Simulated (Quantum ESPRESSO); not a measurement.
# As in Quantum ESPRESSO: the effect of functional

The system is As.

```
As
1.0
     1.88080    1.08588    3.51406
    -1.88080    1.08588    3.51406
     0.00000   -2.17176    3.51406
As
2
Direct
  0.22600 0.22600 0.22600
  0.77400 0.77400 0.77400
```

Alike in all runs:

```yaml
Program: Quantum ESPRESSO 7.5
Task: band structure
Potentials_or_basis: SG15 PBE 1.2
Cutoff: 952 eV
Density_cutoff: 3810 eV
k_mesh: 9 × 9 × 9
Occupations: fermi-dirac, width 0.05 eV
Spin: no spin polarisation
```

```tsv
functional	pressure (GPa)	largest force (eV/Å)
LDA	2.3	0.64
PBEsol	2.3	0.61
PBE	4.0	0.49
RPBE	4.8	0.43
AM05	2.3	0.59
vdW-DF-cx	?	?
revPBE	4.6	0.45
```

Question: What does the run with functional vdW-DF-cx give?

Answer: Pressure 3.1 GPa; largest force 0.60 eV/Å.

Caveats: the potentials were made for another functional, which shifts forces and pressure (some runs).
